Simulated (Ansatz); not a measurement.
Computed with DFT PBEsol, scalar-relativistic, plane waves, PAW in Ansatz 0.2.0.

Plane waves to 420 eV, a k mesh through Γ of 12×12×12 on the computed 2-atom cell and Gaussian smearing (0.02 eV); no spin polarisation.

Structure with the computed forces (eV/Å) in the last three columns:

```xyz
2
Lattice="1.2511 0.7223 3.3729 -1.2511 0.7223 3.3729 0.0000 -1.4447 3.3729" Properties=species:S:1:pos:R:3:forces:R:3 pbc="T T T" pressure_GPa=36.51
B     0.0000    0.0000   10.1155    0.3800  -14.7970   -0.5420
N     0.1839   -0.2764    3.1928   -0.3800   14.7970    0.5420
```

Stress tensor (GPa, compression positive):

```
  8.66  15.26   0.42
 15.26 102.36 -22.68
  0.42 -22.68  -1.48
```

The cell holds layers, and where no dispersion correction was added their binding is poorly described.

This form isn't the usual stable structure of the compound.